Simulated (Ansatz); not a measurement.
Predict the output of the script below (the Ansatz DFT code, driven from Python).

`run_eos.py`:
```python
"""Energy against volume for Hg, with a fit."""

import ansatz
import numpy as np
from scipy.optimize import curve_fit

XC = "pbe"
OCCUPATIONS = "Gaussian"
SIGMA = 0.1
MESH = (8, 8, 8)

VECTORS = np.array([
    [1.73, 0.99881597, 2.234],
    [-1.73, 0.99881597, 2.234],
    [0.0, -1.99763193, 2.234],
])
SITES = [
    ("Hg", (0.0, 0.0, 0.0)),
]


def on_lattice(cell):
    crystal = ansatz.Crystal(lattice=ansatz.Lattice.of(cell))
    for symbol, position in SITES:
        crystal = crystal.atom(symbol, position)
    return crystal

def vinet(v, e0, v0, b0, b1):
    eta = (v / v0) ** (1 / 3)
    return e0 + 2 * b0 * v0 / (b1 - 1) ** 2 * (2 - (5 + 3 * b1 * (eta - 1) - 3 * eta) * np.exp(-1.5 * (b1 - 1) * (eta - 1)))

# uniform scaling of the cell
volumes, energies = [], []
for scale in np.linspace(0.95, 1.07, 5):
    cell = VECTORS * scale ** (1 / 3)
    setup = (
        on_lattice(cell).calculation()
        .functional(XC)  # exchange and correlation
        .pseudopotentials("paw")  # how the cores are treated
        .basis(34 * ansatz.Ry)
        .occupations(OCCUPATIONS, width=SIGMA)  # smearing steadies the SCF of a metal
        .kpoints(*MESH)  # symmetry reduces this mesh to its irreducible points
    )
    rep = setup.run(threads=1).report
    volumes.append(abs(np.linalg.det(cell)) / len(SITES))
    energies.append(rep["free_energy_ev"] / len(SITES))
    print(f"V = {volumes[-1]:8.4f} A^3/atom  F = {energies[-1]:.5f} eV/atom")

guess = (min(energies), volumes[int(np.argmin(energies))], 0.5, 4.5)
(e0, v0, b0, b1), _ = curve_fit(vinet, np.array(volumes), np.array(energies), p0=guess, maxfev=20000)
print(f"Vinet fit: V0 = {v0:.4f} A^3/atom, B0 = {16.021766 * b0:.1f} GPa, B1 = {b1:.2f}")
print("largest residual", round(1000 * float(np.abs(vinet(np.array(volumes), e0, v0, b0, b1) - energies).max()), 3), "meV/atom")
```

```console
$ python run_eos.py
V =  22.0034 A^3/atom  F = -13813.31744 eV/atom
V =  22.6982 A^3/atom  F = -13813.35458 eV/atom
V =  23.3931 A^3/atom  F = -13813.38270 eV/atom
V =  24.0879 A^3/atom  F = -13813.40383 eV/atom
V =  24.7828 A^3/atom  F = -13813.41966 eV/atom
Vinet fit: V0 = 25.9364 A^3/atom, B0 = 5.7 GPa, B1 = -0.05
largest residual 0.734 meV/atom
```

Notes:
- The input holds a mistake (1 eV per cubic angstrom is 160.21766 GPa, and another factor was typed), so what it prints is no property of Hg.
- Shape and fractional positions are held along the curve, so the bulk modulus is an upper value where they are free to relax, by a factor of two or more in layered or hydrogen-bonded cells.
- The mesh is modest for a metal, so energies can be off by several to tens of meV an atom and pressures by half a GPa or more; differences at equal mesh fare better.
- Spin-orbit coupling, which matters for elements this heavy, is left out.
- Finished in 4.2 s on 1 thread of AMD EPYC 7R13 Processor (Zen 3), on a shared host, peak memory 0.4 GiB.

(Lines on the test bed's own set-up are left out of the output.)
